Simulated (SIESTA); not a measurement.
Runs of SIESTA 5.4.2 on CsPbCl3. Symmetry: Pm-3m, No. 221, cubic system. The conventional cell has a = 5.605 Å, b = 5.605 Å, c = 5.605 Å, α = 90.00°, β = 90.00°, γ = 90.00°. Pb (site symmetry m-3m) has 6 Cl at 2.80 Å as nearest neighbours. Cs (site symmetry m-3m) has 12 Cl at 3.96 Å as nearest neighbours. Cl (site symmetry 4/mmm) has 2 Pb at 2.80 Å as nearest neighbours. 

```csv
level,potentials or basis,pressure (GPa)
BLYP,"PseudoDojo 0.4 standard (PBE files), DZP (energy shift 0.003 Ry; two zetas on semicore shells; d shell added on Cs)",3.7
LDA,"PseudoDojo 0.4 standard (LDA files), DZP (energy shift 0.003 Ry; two zetas on semicore shells; d shell added on Cs)",-0.9
AM05,"PseudoDojo 0.4 standard (PBEsol files), DZP (energy shift 0.003 Ry; two zetas on semicore shells; d shell added on Cs)",(a)
vdW-DF-cx,"PseudoDojo 0.4 standard (PBE files), DZP (energy shift 0.003 Ry; two zetas on semicore shells; d shell added on Cs)",0.9
```

Alike in all rows: task band structure; no spin polarisation; cell as given; k mesh 5 × 5 × 5; smearing fermi-dirac 0.05 eV; grid cutoff 800 Ry; energy shift 0.003 Ry.

Fill in the values left out.

(a) 1.3.

Caveats: the basis of atomic orbitals isn't converged, which shifts pressures, moduli and gaps; the potentials were made for another functional, which shifts forces and pressure (some runs).
